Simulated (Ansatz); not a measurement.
# Where the states of C lie

```cif
data_structure
_symmetry_space_group_name_H-M 'R-3m:H'
_symmetry_Int_Tables_number 166
_cell_length_a 2.4561
_cell_length_b 2.4561
_cell_length_c 10.0410
_cell_angle_alpha 90.000
_cell_angle_beta 90.000
_cell_angle_gamma 120.000
_cell_volume 52.45
loop_
_atom_site_label
_atom_site_type_symbol
_atom_site_symmetry_multiplicity
_atom_site_Wyckoff_symbol
_atom_site_fract_x
_atom_site_fract_y
_atom_site_fract_z
_atom_site_occupancy
C1 C 6 c 0.00000 0.00000 0.16400 1
```

The runs use the primitive cell with vectors (1.228, 0.709, 3.347), (-1.228, 0.709, 3.347), (0.000, -1.418, 3.347) Å, to which the k mesh refers.

The cell is COD entry 1200018, as deposited and not checked against the literature; nothing was relaxed. It is an old determination, and later ones may differ.

All numbers below come from Ansatz 0.2.0, DFT, PBEsol, all-electron LAPW, scalar-relativistic.

The runs use a Γ-centred 17×17×17 k mesh, Fermi–Dirac smearing of 0.03 eV, basis error target 0.5 meV/atom, no spin polarisation.

States per eV and cell, averaged over 0.4 eV, from -12.9 to 6.9 eV, with energies (bin centres) from the valence-band top; empty bins are left out. The partial columns, the largest 2 alone, are projections on Löwdin-orthogonalised atomic shells (those that the program's projection atoms carry: the occupied ones and, for some elements, an empty d or f shell; other empty shells have no column), summed over atoms of an element. Weights on diffuse s and p shells depend on that basis and aren't pure angular character.

```tsv
E (eV)	total	C 2p	C 2s
-12.8	0.34	0.24	0.10
-12.4	0.37	0.25	0.11
-12.0	0.46	0.30	0.15
-11.6	0.33	0.22	0.11
-11.2	0.31	0.21	0.10
-10.8	0.27	0.19	0.08
-10.4	0.33	0.25	0.08
-10.0	0.35	0.27	0.07
-9.6	0.38	0.30	0.07
-9.2	0.38	0.31	0.07
-8.8	0.39	0.32	0.06
-8.4	0.46	0.39	0.06
-8.0	0.53	0.47	0.06
-7.6	0.60	0.54	0.06
-7.2	0.73	0.67	0.06
-6.8	0.70	0.66	0.04
-6.4	1.11	1.07	0.04
-6.0	0.81	0.78	0.03
-5.6	0.67	0.64	0.02
-5.2	0.67	0.65	0.02
-4.8	0.68	0.67	0.01
-4.4	0.60	0.59	0.01
-4.0	0.58	0.57	0.01
-3.6	0.56	0.56	0.00
-3.2	0.57	0.57	0.00
-2.8	0.43	0.43	0.00
-2.4	0.43	0.42	0.00
-2.0	0.38	0.37	0.00
-1.6	0.24	0.24	0.00
-1.2	0.16	0.16	0.00
-0.8	0.11	0.11	0.00
-0.4	0.04	0.04	0.00
0.4	0.01	0.01	0.00
0.8	0.10	0.10	0.00
1.2	0.18	0.17	0.00
1.6	0.42	0.40	0.00
2.0	0.49	0.47	0.00
2.4	0.34	0.33	0.00
2.8	0.29	0.27	0.00
3.2	0.26	0.25	0.00
3.6	0.24	0.22	0.00
4.0	0.23	0.21	0.00
4.4	0.25	0.20	0.00
4.8	0.26	0.19	0.00
5.2	0.28	0.19	0.00
5.6	0.34	0.20	0.00
6.0	0.26	0.15	0.00
6.4	0.20	0.12	0.00
6.8	0.17	0.11	0.00
```

(1) Which of the resolved shells contributes most in the top eV of the valence band?

Results:

(1) C 2p, with 99 % of all states there; C 2s follows with 0 %.
